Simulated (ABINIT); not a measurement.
Runs of ABINIT 10.8.3 (patched build) on MgS. It takes space group F-43m (No. 216, cubic). The conventional cell has a = 5.666 Å, b = 5.666 Å, c = 5.666 Å, α = 90.00°, β = 90.00°, γ = 90.00°. S (site symmetry -43m) has 4 Mg at 2.45 Å as nearest neighbours. Mg (site symmetry -43m) is surrounded by 4 S at 2.45 Å. The cell comes from a database or a generator and needn't be the stable form of this composition.

```tsv
level	gap on the mesh (eV)	pressure (GPa)
r2SCAN	(c)	0.1
TB-mBJ	5.17	-
LDA	3.17	-1.9
BLYP	(b)	2.6
AM05	3.43	(a)
SCAN	4.11	-0.3
PBEsol	3.28	-0.3
```

Alike in all rows: task band structure; potentials or basis JTH PAW PBE v2.0; no spin polarisation; cell as given; k mesh 8 × 8 × 8; cutoff (eV) 653; smearing fermi-dirac 0.05 eV.

Fill in the values left out.

(a) 0.2; (b) 3.57; (c) 4.12.

Caveats: the PAW data sets were made with another functional, which shifts forces and pressure a little; the constant c of TB-mBJ comes from the pseudo density here, which moves gaps by up to 0.3 eV between sets of potentials (some runs).

